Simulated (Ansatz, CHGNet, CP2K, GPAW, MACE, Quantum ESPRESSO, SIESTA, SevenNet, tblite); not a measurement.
# SIESTA runs on AlP(100) slab, H on both faces (90 atoms)

Aim: run AlP(100) slab, H on both faces (90 atoms) in SIESTA and see how near its forces come to a plane-wave reference, and at what cost.

Method: the method is named at each step, in SIESTA 5.4.2.

## 1. The starting structure

The cell holds 90 atoms: 27 Al, 27 P and 36 H. Cell: a = 11.589 Å, b = 11.589 Å, c = 18.561 Å, α = 90.0°, β = 90.0°, γ = 90.0°. It derives from AlP (zinc-blende). Zinc-blende AlP (a = 5.463 Å), (100) slab of 6 atomic planes, 3 x 3 surface cells, H on the broken bonds of both faces, 10 Å of vacuum; displaced by a Gaussian of 0.02 Å. Then every atom was moved at random, 0.02 Å r.m.s. a Cartesian component (hydrogen 0.6 of that). Regions: slab, 54 atoms (27 Al and 27 P); hydrogen, 36 atoms (36 H). Vacuum lies along c.

The yardstick, on the same geometry:

```
method                 : Kohn-Sham DFT, PBE, SSSP efficiency 1.3.0 pseudopotentials, plane waves (Quantum ESPRESSO 7.5); sssp-pbe-1.3.0-efficiency, cutoffs 45/360 Ry, Γ point
r.m.s. force component : 0.5146 eV/Å
longest force          : 2.247 eV/Å
time                   : 5 min on 4 MPI ranks of Arm Neoverse V2, shared host
CPU time               : 20 min
```

## 2. PBE, DZP, shift 0.01 Ry, mesh 300 Ry

Method: Kohn-Sham DFT, PBE, PseudoDojo 0.4.1 norm-conserving pseudopotentials (converted to PSML), numerical atomic orbitals (DZP), diagonalisation.

The .psml files are PseudoDojo norm-conserving potentials that we converted to this format, checked against plane waves on the same files for H, C, O, Si, Ge and Ca alone.

Contents of input.fdf:

```
SystemLabel cell
NumberOfAtoms 90
NumberOfSpecies 3
%block ChemicalSpeciesLabel
  1 13 Al
  2 15 P
  3 1 H
%endblock ChemicalSpeciesLabel
LatticeConstant 1.0 Ang
%block LatticeVectors
  11.58877 0.00000 0.00000
  0.00000 11.58877 0.00000
  0.00000 0.00000 18.56080
%endblock LatticeVectors
PAO.BasisSize DZP
PAO.EnergyShift 0.01 Ry
XC.Functional GGA
XC.Authors PBE
MeshCutoff 300 Ry
%block kgrid_Monkhorst_Pack
  1 0 0 0.0
  0 1 0 0.0
  0 0 1 0.0
%endblock kgrid_Monkhorst_Pack
SolutionMethod diagon
OccupationFunction FD
ElectronicTemperature 580 K
SCF.Mixer.Method Pulay
SCF.Mixer.Weight 0.05
SCF.Mixer.History 8
SCF.Mix Hamiltonian
MaxSCFIterations 300
SCF.DM.Tolerance 1e-04
SCF.H.Tolerance 1.0e-3 eV
WriteForces T
Write.HirshfeldPop T
Write.VoronoiPop T
Write.DM F
Write.H F
XML.Write F
AtomicCoordinatesFormat Fractional
%block AtomicCoordinatesAndAtomicSpecies
  0.26587 0.16953 0.38638 1
  0.26553 0.33000 0.31558 2
  0.10177 0.33509 0.53282 1
  0.10478 0.16784 0.45968 2
  0.26637 0.16887 0.68003 1
  0.26354 0.33229 0.60794 2
  0.26933 0.50219 0.38883 1
  0.26646 0.66668 0.31353 2
  0.09905 0.66581 0.53411 1
  0.09990 0.50490 0.46137 2
  0.26607 0.50442 0.68403 1
  0.27125 0.67058 0.60928 2
  0.26484 0.83757 0.38641 1
  0.26384 0.99981 0.31264 2
  0.10191 0.99499 0.53206 1
  0.10197 0.83502 0.46219 2
  0.26744 0.83005 0.68096 1
  0.26532 0.99605 0.60555 2
  0.60142 0.16568 0.38881 1
  0.60180 0.33779 0.31332 2
  0.43179 0.33590 0.53462 1
  0.43273 0.16871 0.46085 2
  0.60208 0.16769 0.68397 1
  0.59757 0.33499 0.60786 2
  0.59964 0.50052 0.38553 1
  0.60134 0.66377 0.31515 2
  0.43405 0.66920 0.53437 1
  0.43377 0.49912 0.46297 2
  0.60215 0.50116 0.68185 1
  0.59422 0.66897 0.60786 2
  0.60083 0.82929 0.38644 1
  0.59925 0.00012 0.31072 2
  0.43343 0.00396 0.53153 1
  0.42878 0.82981 0.46071 2
  0.60257 0.83650 0.68060 1
  0.60043 0.00001 0.60684 2
  0.93021 0.16715 0.38849 1
  0.93334 0.33226 0.31286 2
  0.76825 0.33207 0.53676 1
  0.76892 0.16741 0.46045 2
  0.93650 0.17144 0.68141 1
  0.93081 0.33203 0.60805 2
  0.93283 0.49918 0.38661 1
  0.93346 0.65986 0.31091 2
  0.76706 0.66581 0.53463 1
  0.76431 0.49861 0.46140 2
  0.93430 0.49731 0.68157 1
  0.93143 0.66813 0.60838 2
  0.93486 0.83230 0.38902 1
  0.93480 0.00264 0.31304 2
  0.76401 0.99665 0.53430 1
  0.76875 0.83115 0.46178 2
  0.93188 0.83337 0.68332 1
  0.93636 0.99773 0.60846 2
  0.36415 0.33290 0.26767 3
  0.16418 0.33363 0.26844 3
[... 30 atom lines left out ...]
  0.03260 0.00008 0.27075 3
  0.83335 0.99951 0.26917 3
  0.04409 0.83568 0.73101 3
  0.81991 0.83253 0.72837 3
%endblock AtomicCoordinatesAndAtomicSpecies
```

Launch:

```
$ OMP_NUM_THREADS=1 siesta < input.fdf > output.txt
```

Output:

```text
Version         : 5.4.2
reinit: System Name:
reinit: System Label: cell
initatom: Reading input for the pseudopotentials and atomic orbitals ----------
Species number:   1 Atomic number:   13 Label: Al
Species number:   2 Atomic number:   15 Label: P
Species number:   3 Atomic number:    1 Label: H
Ground state valence configuration (from tables):   3s02  3p01  3d00  4f00
Ground state valence configuration (from tables):   3s02  3p03  3d00  4f00
Ground state valence configuration (from tables):   1s01  2p00  3d00  4f00
---- Processing specs for species: Al
GGA--PBE XC_GGA_X_PBE--XC_GGA_C_PBE pb
---- Processing specs for species: P
GGA--PBE XC_GGA_X_PBE--XC_GGA_C_PBE pb
---- Processing specs for species: H
GGA--PBE XC_GGA_X_PBE--XC_GGA_C_PBE pb
Al pseudopotential only contains V_ls up to l=2 -- lmxkb reset.
P pseudopotential only contains V_ls up to l=2 -- lmxkb reset.
H pseudopotential only contains V_ls up to l=1 -- lmxkb reset.
Using PAO.SplitTailNorm
%block ChemicalSpeciesLabel
    1   13 Al                      # Species index, atomic number, species label
    2   15 P                       # Species index, atomic number, species label
    3    1 H                       # Species index, atomic number, species label
%endblock ChemicalSpeciesLabel
%block PAO.Basis                 # Define Basis set
Al                    2                    # Species label, number of l-shells
 n=3   0   2                         # n, l, Nzeta
   6.130      4.449
   1.000      1.000
 n=3   1   2 P   1                   # n, l, Nzeta, Polarization, NzetaPol
   7.969      5.883
   1.000      1.000
P                     2                    # Species label, number of l-shells
 n=3   0   2                         # n, l, Nzeta
   4.859      3.414
   1.000      1.000
 n=3   1   2 P   1                   # n, l, Nzeta, Polarization, NzetaPol
   6.081      4.321
   1.000      1.000
H                     1                    # Species label, number of l-shells
 n=1   0   2 P   1                   # n, l, Nzeta, Polarization, NzetaPol
   5.233      3.529
   1.000      1.000
%endblock PAO.Basis
coor:   Atomic-coordinates input format  =     Fractional
siesta: System type = slab
initatomlists: Number of atoms, orbitals, and projectors:     90   882  1152
siesta: ******************** Simulation parameters ****************************
Total number of electrons:   252.000000
Total ionic charge:   252.000000
 Kpoints in:            1 . Kpoints trimmed:            1
siesta: k-grid: Number of k-points = 1
siesta: k-points from Monkhorst-Pack grid
siesta: k-cutoff (effective) =     5.794 Ang
siesta: k-point supercell and displacements
siesta: k-grid:     1     0     0      0.000
siesta: k-grid:     0     1     0      0.000
siesta: k-grid:     0     0     1      0.000
                     ====================================
                        Single-point calculation
                     ====================================
outcell: Unit cell vectors (Ang):
       11.588770    0.000000    0.000000
        0.000000   11.588770    0.000000
        0.000000    0.000000   18.560800
outcell: Cell vector modules (Ang)   :   11.588770   11.588770   18.560800
outcell: Cell angles (23,13,12) (deg):     90.0000     90.0000     90.0000
outcell: Cell volume (Ang**3)        :   2492.7078
Gamma-point calculation with multiply-connected orbital pairs
Gamma-point calculation with multiply-connected orbital pairs
Folding of H and S implicitly performed
Folding of H and S implicitly performed
new_DM -- step:     1
Initializing Density Matrix...
Attempting to read DM from file... Failed...
DM filled with atomic data:
InitMesh: MESH = 128 x 128 x 200 = 3276800
InitMesh: Mesh cutoff (required, used) =   300.000   320.899 Ry
stepf: Fermi-Dirac step function
        iscf     Eharris(eV)        E_KS(eV)     FreeEng(eV)     dDmax    Ef(eV) dHmax(eV)
   scf:    1    -7235.017301    -7308.511229    -7308.511229  1.790031 -4.475658 15.930702
   scf:    2    -7336.230408    -7323.045284    -7323.045288  0.019369 -4.292211 13.166447
   scf:    3    -6816.249128    -7210.144357    -7210.467226  0.187875 -4.240830 21.875721
   scf:    4    -7260.829284    -7342.586438    -7342.716115  0.199190 -4.043759  8.350265
   scf:    5    -7305.892505    -7326.508655    -7326.508797  0.022731 -4.059512 11.985320
   scf:    6    -7363.351837    -7351.328415    -7351.529011  0.086763 -3.608776  5.032275
[...]
scf:   37    -7355.031160    -7355.031213    -7355.321867  0.000034 -3.044615  0.002832
   scf:   38    -7355.031319    -7355.031266    -7355.321871  0.000051 -3.044896  0.001518
   scf:   39    -7355.031297    -7355.031282    -7355.321872  0.000023 -3.044977  0.000973
SCF Convergence by DM+H criterion
max |DM_out - DM_in|         :     0.0000234744
max |H_out - H_in|      (eV) :     0.0009725822
SCF cycle converged after 39 iterations
Using DM_out to compute the final energy and forces
siesta: E_KS(eV) =            -7355.0313
siesta: E_KS - E_eggbox =     -7355.0313
siesta: Atomic forces (eV/Ang):
     1    0.324857   -0.713021    0.478415
     2   -0.101878    1.008137    0.069397
     3   -0.407945   -0.050495    0.499141
     4   -0.803918   -0.214173   -0.539974
     5   -0.077303   -0.719888    0.023758
     6    0.270601    0.784133   -0.432787
[...]
88    0.115201   -0.008727   -0.504958
    89    0.172841   -0.031517    0.437648
    90   -0.318010   -0.027340    0.642466
----------------------------------------
   Tot    0.011410    0.004026    0.000937
----------------------------------------
   Max    2.621818
   Res    0.571854    sqrt( Sum f_i^2 / 3N )
----------------------------------------
   Max    2.621818    constrained
Stress tensor Voigt[x,y,z,yz,xz,xy] (kbar):      -46.93      -34.12       -9.40        1.73       -3.00        0.13
(Free)E + p*V (eV/cell)    -7308.4122
Target enthalpy (eV/cell)    -7355.3219
siesta: Program's energy decomposition (eV):
siesta: Ebs     =     -2459.677115
siesta: Eions   =     14775.629540
siesta: Ena     =      6021.694727
siesta: Ekin    =      3035.634670
siesta: Enl     =       984.358116
siesta: DEna    =        11.455386
siesta: DUscf   =        18.250237
siesta: Ex      =     -2363.445708
siesta: Ec      =      -287.349170
siesta: Exc     =     -2650.794878
siesta: Eharris =     -7355.031297
siesta: Etot    =     -7355.031282
siesta: FreeEng =     -7355.321872
siesta: Final energy (eV):
siesta:  Band Struct. =   -2459.677115
siesta:       Kinetic =    3035.634670
siesta:       Hartree =   16137.697481
siesta:         Exch. =   -2363.445708
siesta:         Corr. =    -287.349170
siesta:   Exch.-corr. =   -2650.794878
siesta:  Ion-electron =  -34891.617298
siesta:       Ion-ion =   11014.048744
siesta:         Total =   -7355.031282
siesta:         Fermi =      -3.044977
siesta: Stress tensor (static) (eV/Ang**3):
siesta:    -0.029293    0.000084   -0.001872
siesta:     0.000084   -0.021295    0.001079
siesta:    -0.001872    0.001079   -0.005869
siesta: Cell volume =       2492.707832 Ang**3
siesta: Pressure (static):
siesta:                Solid            Molecule  Units
siesta:           0.00020496          0.00015194  Ry/Bohr**3
siesta:           0.01881877          0.01395092  eV/Ang**3
siesta:          30.15099577         22.35183784  kBar
    Orbital volume contribution        =          55.645316 eV
    (Free)E + p_basis*V_orbitals       =       -7299.676556 eV
    (Free)Eharris+ p_basis*V_orbitals  =       -7299.676571 eV
siesta: Electric dipole (a.u.)  =   -0.000000    0.000000   -9.091574
siesta: Electric dipole (Debye) =   -0.000000    0.000000  -23.108476
Hirshfeld Atomic Populations:
Atom #   charge [q] valence [e]  Species
     1     0.118892    2.881108  Al
     2     0.038124    4.961876  P
     3     0.145691    2.854309  Al
     4    -0.157435    5.157435  P
     5     0.189341    2.810659  Al
     6    -0.135266    5.135266  P
     7     0.124124    2.875876  Al
     8     0.043418    4.956582  P
     9     0.146206    2.853794  Al
    10    -0.153370    5.153370  P
    11     0.205319    2.794681  Al
    12    -0.134542    5.134542  P
[...]
55    -0.011870    1.011870  H
    56    -0.012550    1.012550  H
    57    -0.094660    1.094660  H
    58    -0.097308    1.097308  H
    59    -0.007811    1.007811  H
    60    -0.009472    1.009472  H
[...]
--------------------
 Total     0.000006
Voronoi Atomic Populations:
Atom #   charge [q] valence [e]  Species
[...]
49     0.149276    2.850724  Al
    50     0.048094    4.951906  P
    51     0.184924    2.815076  Al
    52    -0.202802    5.202802  P
    53     0.230820    2.769180  Al
    54    -0.206621    5.206621  P
[...]
88    -0.014578    1.014578  H
    89    -0.095526    1.095526  H
    90    -0.090205    1.090205  H
--------------------
 Total     0.000006
```

It took 8.9 min on 1 thread of Arm Neoverse V2, shared host; peak memory 1.5 GiB.

Banners, paths, timers and routine set-up lines are dropped from the logs unmarked, and long logs keep their key lines alone; longer cuts are marked.

Numbers from this run, and their distance from the reference:

```yaml
r_m_s_force_component: 0.5718 eV/Å
r_m_s_difference_of_force_components: 121.6 meV/Å
longest_difference_of_force_vectors: 512.6 meV/Å
force_difference_over_r_m_s_force: 23.64 %
slope_of_forces_against_the_reference_s: 1.09
correlation_of_force_components: 0.9804
```

Length of the force difference by element (eV/Å):

| element | atoms | mean | most |
| --- | --- | --- | --- |
| Al | 27 | 0.049 | 0.095 |
| H | 36 | 0.21 | 0.41 |
| P | 27 | 0.17 | 0.51 |

Local excerpt of 9 atoms (numbers count through the whole input) about P14, whose charge lies farthest from its element's mean; x, y, z are measured from there.

| atom | x | y | z | distance (Å) | bonds | Hirshfeld charge (e) | Fx | Fy | Fz (eV/Å) |
| --- | --- | --- | --- | --- | --- | --- | --- | --- | --- |
| P14 | 0.00 | 0.00 | 0.00 | 0.00 | 4 | 0.05 | 1.36 | 0.38 | 1.19 |
| H63 | -1.12 | -0.03 | -0.81 | 1.38 | 1 | -0.01 | -0.60 | 0.00 | -1.03 |
| H64 | 1.21 | -0.02 | -0.83 | 1.47 | 1 | -0.01 | -0.60 | 0.00 | -0.11 |
| Al13 | 0.01 | -1.88 | 1.37 | 2.33 | 4 | 0.12 | 0.01 | -0.54 | 0.36 |
| Al1 | 0.02 | 1.97 | 1.37 | 2.40 | 4 | 0.12 | 0.32 | -0.71 | 0.48 |
| H87 | -2.68 | 0.00 | -0.78 | 2.79 | 1 | -0.01 | 0.68 | 0.02 | -1.10 |
| H75 | 2.76 | 0.00 | -0.82 | 2.88 | 1 | -0.01 | -1.02 | 0.02 | -1.30 |
| P50 | -3.81 | 0.03 | 0.01 | 3.81 | 4 | 0.04 | -0.90 | -0.38 | 1.96 |
| P4 | -1.84 | 1.95 | 2.73 | 3.83 | 4 | -0.16 | -0.80 | -0.21 | -0.54 |

Forces lie 24 % from the reference's, at 0.45 times its CPU time (on 1 against 4 cores).

(Part 1 of 2 ends here.)

[Also dropped from logs without a mark: logging warnings of Python, and SIESTA's first energy breakdown and zero terms.]

[Logs are printed without paths, hosts, clocks, repeated set-up lines and the standing remarks that a program may print on its own settings, such as how far it seeks lower states.]

[Hosts, paths, dates, database ids (printed as entryN), source tags and the programs' standing remarks are cut or masked in the printed files.]
